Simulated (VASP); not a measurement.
**Ti3Al: relaxation of cell and atoms with RPBE**

The system is Ti3Al.

```xyz
4
Lattice="0.0000 3.2318 3.2318 3.2318 0.0000 3.2318 3.2318 3.2318 0.0000" Properties=species:S:1:pos:R:3 pbc="T T T"
Ti    4.8477    4.8477    4.8477
Ti    1.6159    1.6159    1.6159
Ti    0.0000    0.0000    0.0000
Al    3.2318    3.2318    3.2318
```

The cell comes from a database or a generator and needn't be the stable form of this composition.

```yaml
Program: VASP 6.6.1
Task: relaxation of cell and atoms
Functional: RPBE
Potentials_or_basis: VASP PAW PBE potentials, release 64 (Ti_sv, Al)
Cutoff: 600 eV
k_mesh: 12 × 12 × 12
Occupations: gaussian, width 0.1 eV
Spin: no spin polarisation
Further_INCAR_settings: ALGO = Fast; EDIFF = 1e-07; IBRION = 2; EDIFFG = -0.005; NSW = 90; ISIF = 3
```

```
Relaxed volume                         : 17.14 Å³/atom
Relaxed cell                           : a = 4.594 Å, b = 4.594 Å, c = 4.594 Å, α = 60.00°, β = 60.00°, γ = 60.00°
Space group after relaxing (to 0.05 Å) : Fm-3m (No. 225)
Energy gained by relaxing              : 1.4 meV/atom
Ionic steps                            : 3
Pressure after relaxing                : 0.0 GPa
Band gap on the k mesh                 : none (metal or under the smearing width)
```

The path:
| step | energy change (eV) | largest force (eV/Å) | pressure (GPa) | volume (Å³) |
| --- | --- | --- | --- | --- |
| 1 | 0.0000 | 0.0000 | 1.70 | 67.51 |
| 2 | -0.0030 | 0.0000 | -1.08 | 69.28 |
| 3 | -0.0055 | 0.0000 | 0.00 | 68.56 |

Final structure:
```xyz
4
Lattice="0.0000 3.2485 3.2485 3.2485 0.0000 3.2485 3.2485 3.2485 0.0000" Properties=species:S:1:pos:R:3 pbc="T T T"
Ti    4.8727    4.8727    4.8727
Ti    1.6242    1.6242    1.6242
Ti    0.0000    0.0000    0.0000
Al    3.2485    3.2485    3.2485
```

Levels at points of the mesh, in eV from the Fermi level:
| k point | band 17 | band 18 | band 19 | band 20 | band 21 | band 22 |
| --- | --- | --- | --- | --- | --- | --- |
| (0.00, 0.00, 0.00) | -1.58 | -1.58 | 0.01 | 0.01 | 0.01 | 2.22 |
| (0.50, 0.00, 0.00) | -0.35 | -0.28 | -0.28 | -0.06 | -0.06 | 0.78 |
| (0.50, 0.50, 0.00) | -0.65 | -0.65 | -0.09 | -0.07 | -0.07 | 1.15 |

It took 38 min on 1 thread of AMD EPYC 7R13 Processor (Zen 3), with other jobs on the host, peak memory 0.3 GiB.

Caveat: the PAW data sets were made with another functional, which shifts forces and pressure a little.
